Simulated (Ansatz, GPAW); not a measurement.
One calculation of Cu, 3 ways

```
Cu
1.0
     0.00000    1.80750    1.80750
     1.80750    0.00000    1.80750
     1.80750    1.80750    0.00000
Cu
1
Direct
  0.00000 0.00000 0.00000
```

Alike in all runs: task single point; functional PBE; k mesh 13 × 13 × 13; occupations gaussian, width 0.014 eV; no spin polarisation; no spin-orbit coupling. Pressure is positive in compression and, in plane waves, holds the error of the finite cutoff, which Ansatz's Pulay term estimates and takes out.

```
                        program and potentials  plane-wave cutoff (eV)                                                                      notes  pressure (GPa)
                            Ansatz, Ansatz PAW                     420  19 valence electrons an atom on average; Pulay term of +0.13 GPa included            1.68
    GPAW, GPAW PAW data sets (gpaw-data 1.2.1)                     600                                    11 valence electrons an atom on average            3.07
Ansatz, all-electron LAPW, scalar-relativistic                       -                                                                          -            1.65
```

The pressure spans 1.65 (Ansatz, all-electron LAPW, scalar-relativistic) to 3.07 GPa (GPAW, GPAW PAW data sets (gpaw-data 1.2.1)), with all-electron results at 1.65.

Differences between rows come from potentials, basis sets and numerical settings, since the functional is the same but for its coding. Runs on potential files found faulty are left out.
